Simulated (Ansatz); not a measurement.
The cell is COD entry 1100027, as deposited and not checked against the literature; nothing was relaxed. It is an old determination, and later ones may differ.

SrO: DFT, PBE, PAW with Ansatz's default frozen-core files, fully relativistic files with spin-orbit coupling (Ansatz 0.2.0). What sets it apart from a plain run of this crystal: spin-orbit coupling on.

```yaml
crystal:
  lattice:
    - [0.0, 2.5698, 2.5698]
    - [2.5698, 0.0, 2.5698]
    - [2.5698, 2.5698, 0.0]
  atoms:
    - { symbol: Sr, position: [0.0, 0.0, 0.0] }
    - { symbol: O, position: [0.5, 0.5, 0.5] }
kpoints:
  mp_grid: { grid: [8, 8, 8] }
  band_path:
    path:
      - [0.0, 0.0, 0.0]
      - [0.5, 0.0, 0.5]
      - [0.625, 0.25, 0.625]
      - [0.375, 0.375, 0.75]
      - [0.0, 0.0, 0.0]
      - [0.5, 0.5, 0.5]
      - [0.5, 0.25, 0.75]
      - [0.5, 0.0, 0.5]
    npoints: 5
scf:
  occupations: { method: fermi_dirac, width: 0.02 }
hamiltonian:
  xc: pbe
  pseudopotentials: { kind: paw_fr }
output:
  forces: true
  stress: true
  eigenvalues: true
  efg: { contact_densities: true }
magnetization:
  noncollinear: true
  spin_orbit: true
```

Output (standing set-up lines are left out):

```
Pseudopotentials: kind: paw_fr
Pseudopotential: Sr, paw_fr, valence charge 10, recommended cutoff 420 eV (normal)#standard-fr
Pseudopotential: O, paw_fr, valence charge 6, recommended cutoff 420 eV (normal)#standard-fr
non-collinear run that drives no moment, with spin-orbit: no starting moment large enough to seed its density (crystal.atoms[].spin), no starting occupations that ask for one, no magnetisation constraint and no magnetic field, so the semilocal B_xc is pinned to zero
Bands: 24, of which v1, the nominal top of the filled ones, is band 16 counted from 1 (15 counted from 0)
Symmetry: 48 space group operations + 48 with time reversal
Magnetic group: BNS 225.117 (UNI 1619), of the structure as read, at distance tolerance 3.2e-5 Å
Projection manifold: j_resolved (fully-relativistic pseudo-atomic orbitals)
Non-local potential: Sr, projectors of the file, l = 0: 3, l = 1: 4, l = 2: 4
Non-local potential: O, projectors of the file, l = 0: 2, l = 1: 4, l = 2: 2
Initial density: superposition of atomic densities (chi_scale 0.1, normalization cell, long waves kept (reshape's long-wave potential 0.00 eV rms))
SCF iter   1: F=—  HF=-4115.611314 eV  |F-HF|=—  |Δ(HF+E_count)|=         —  Δρ=8.31e-2  dr2=1.99e0  dr2_m=0.00e0 (ungated)  ethr=3.10e-3  |M|=0.00e0 ∫|m|=0.00e0 μB  |m|>n=0.0e0 m-floor=0.0e0 τ_xc=0.0e0  β_m=0.30  ⟨swp⟩=9.5  Hψ=2327  notcnv=0
preconditioner: auto → none  [insulator: Δε(μ)=2.054 eV  Ē_g=15.966 eV  σ=0.020 eV  W_gap=1.00  n_scr=8 (ndim 8)  ℏωp=23.8 eV  f_vac=0.000  D(μ)=0.00/eV (n_scr^D=0)  ε∞_Penn≈3.2]
SCF iter   2: F=—  HF=-4115.227441 eV  |F-HF|=—  |Δ(HF+E_count)|=   3.84e-1  Δρ=2.71e-2  dr2=3.29e-1  dr2_m=0.00e0 (ungated)  ethr=3.10e-3  |M|=0.00e0 ∫|m|=0.00e0 μB  |m|>n=0.0e0 m-floor=0.0e0 τ_xc=0.0e0  β_m=0.30  ⟨swp⟩=3.2  Hψ=759  notcnv=0  defer=108
SCF iter   3: F=—  HF=-4115.201812 eV  |F-HF|=—  |Δ(HF+E_count)|=   2.56e-2  Δρ=1.79e-2  dr2=1.03e-1  dr2_m=0.00e0 (ungated)  ethr=2.06e-3  |M|=0.00e0 ∫|m|=0.00e0 μB  |m|>n=0.0e0 m-floor=0.0e0 τ_xc=0.0e0  β_m=0.48  ⟨swp⟩=2.1  Hψ=413  notcnv=0  defer=108
SCF iter   4: F=—  HF=-4115.226836 eV  |F-HF|=—  |Δ(HF+E_count)|=   2.50e-2  Δρ=4.56e-3  dr2=5.77e-3  dr2_m=0.00e0 (ungated)  ethr=6.44e-4  |M|=0.00e0 ∫|m|=0.00e0 μB  |m|>n=0.0e0 m-floor=0.0e0 τ_xc=0.0e0  β_m=0.60  ⟨swp⟩=3.0  Hψ=541  notcnv=0  defer=108
SCF iter   5: F=—  HF=-4115.231854 eV  |F-HF|=—  |Δ(HF+E_count)|=   5.02e-3  Δρ=6.32e-4  dr2=1.65e-4  dr2_m=0.00e0 (ungated)  ethr=3.61e-5  |M|=0.00e0 ∫|m|=0.00e0 μB  |m|>n=0.0e0 m-floor=0.0e0 τ_xc=0.0e0  β_m=0.63  ⟨swp⟩=2.6  Hψ=486  notcnv=0  defer=108
SCF iter   6: F=—  HF=-4115.231947 eV  |F-HF|=—  |Δ(HF+E_count)|=   9.32e-5  Δρ=1.04e-4  dr2=2.40e-6  dr2_m=0.00e0 (ungated)  ethr=1.03e-6  |M|=0.00e0 ∫|m|=0.00e0 μB  |m|>n=0.0e0 m-floor=0.0e0 τ_xc=0.0e0  β_m=0.82  ⟨swp⟩=2.8  Hψ=509  notcnv=0  defer=108
SCF iter   7: F=—  HF=-4115.231949 eV  |F-HF|=—  |Δ(HF+E_count)|=   1.86e-6  Δρ=2.04e-5  dr2=1.65e-7  dr2_m=0.00e0 (ungated)  ethr=1.50e-8  |M|=0.00e0 ∫|m|=0.00e0 μB  |m|>n=0.0e0 m-floor=0.0e0 τ_xc=0.0e0  β_m=0.76  ⟨swp⟩=2.0  Hψ=557  notcnv=0  defer=108
SCF iter   8: F=-4115.231949 eV  HF=-4115.231949 eV  |F-HF|=1.12e-8  |Δ(HF+E_count)|=   2.67e-8  Δρ=5.54e-6  dr2=1.39e-8  dr2_m=0.00e0 (ungated)  ethr=6.25e-10  |M|=0.00e0 ∫|m|=0.00e0 μB  |m|>n=0.0e0 m-floor=0.0e0 τ_xc=0.0e0  ⟨swp⟩=11.3  Hψ=2012  notcnv=0
SCF 1 converged in 8 iterations: F = -4115.231949 eV  dr2 = 1.39e-8
  greatest PAW one-centre occupation: 0.987 electrons in one spin orbital (limit 2), on the Sr atom at site 0 (counted from 0), in its partial waves of l = 0
NSCF: frozen V_eff on 36 k-points
SCF converged after 8 iterations
Magnetization: |M| = 0.0000 μB,  M = (+0.0000, +0.0000, +0.0000) μB
Absolute magnetization: 0.0000 μB (∫|m|)
  site 0: m = (+0.0000, +0.0000, +0.0000) μB, |m| = 0.0000 μB  (R = 1.06 Å)
  site 1: m = (+0.0000, +0.0000, +0.0000) μB, |m| = 0.0000 μB  (R = 1.06 Å)
Free energy (F): -4115.231949 eV
Harris-Foulkes:  -4115.231949 eV  (|F-HF|=1.12e-8)
Internal energy: -4115.231949 eV  (E = F + TS)
E sigma→0 (E₀):  -4115.231949 eV
Fermi energy:    9.617757 eV
--- Per-component energies (eV) ---
  E_band       = -57.652338
  E_kinetic    = 423.315295
  E_local      = -863.439864  (includes V_loc(G=0)·N_el)
  E_nonlocal   = 250.243829
  E_hartree    = 233.760605
  E_xc         = -249.447633
  E_vxc        = -259.299021  (∫ρ·V_xc dr)
  E_paw        = -2852.990506  (= ΣΔE_a)
  E_vpaw       = -75.997291  (= ΣTr[D̂ρ^β])
  E_aug_tail   = 0.002417  (compensation charges beyond the density's cutoff)
  E_ewald      = -1056.676093
  E_smearing   = -0.000000  (= −TS)
  E_closure    = 0.000000  (closes the sum)
  Σ components = -4115.231949   (vs F -4115.231949, Δ=0.00e0)
--- Forces (eV/Å), atoms counted from 1 ---
  atom   1  Sr    -0.00000000     0.00000000     0.00000000
  atom   2  O      0.00000000    -0.00000000    -0.00000000
  max |Σ_I F_I| component: 2.26e-29 eV/Å
--- Stress (GPa, compression-positive) ---
        2.920148      -0.000000       0.000000
        0.000000       2.920148       0.000000
        0.000000       0.000000       2.920148
  P = ⅓ Tr σ = 2.9201 GPa (29.201 kbar)
--- PAW observables at the nuclei: V_zz in 10²¹ V/m², potentials from the cell's mean, atoms counted from 1 ---
  atom   1  Sr V_zz =    +0.000000   η = 0.0000   by run symmetry: forbidden
            electrostatic potential = -5513.104706 V   contact ρ = 401559.857447 e/Å³
  atom   2  O  V_zz =    +0.000000   η = 0.0000   by run symmetry: forbidden
            electrostatic potential = -626.039565 V   contact ρ = 2157.244600 e/Å³
--- Band table (eV; the first three rows and the last of 29) ---
  k-point 0: bands = ["-24.3396", "-24.3396", "-7.1112", "-7.1112", "-6.7822", "-6.7822", "-5.6087", "-5.6087", "-5.6087", "-5.6087", "7.9111", "7.9111", "7.9731", "7.9731", "7.9731", "7.9731", "11.9713", "11.9713", "14.2049", "14.2049", "14.2049", "14.2049", "14.2430", "14.2430"]
  k-point 1: bands = ["-24.3195", "-24.3195", "-7.5305", "-7.5305", "-6.6021", "-6.6021", "-5.6213", "-5.6213", "-5.4316", "-5.4316", "7.5032", "7.5032", "7.7445", "7.7445", "7.7783", "7.7783", "12.6674", "12.6674", "14.0559", "14.0559", "14.5072", "14.5072", "14.5337", "14.5337"]
  k-point 2: bands = ["-24.2705", "-24.2705", "-8.0987", "-8.0987", "-6.5264", "-6.5264", "-5.6513", "-5.6513", "-5.0891", "-5.0891", "6.6901", "6.6901", "7.3317", "7.3317", "7.3570", "7.3570", "13.9714", "13.9714", "14.2102", "14.2102", "15.3293", "15.3293", "15.3595", "15.3595"]
  k-point 28: bands = ["-24.1577", "-24.1577", "-7.8788", "-7.8788", "-7.0477", "-7.0477", "-6.3229", "-6.3229", "-5.3176", "-5.3176", "6.8435", "6.8435", "7.4987", "7.4987", "7.5804", "7.5804", "14.0014", "14.0014", "14.0036", "14.0036", "16.6299", "16.6299", "19.1345", "19.1345"]
```
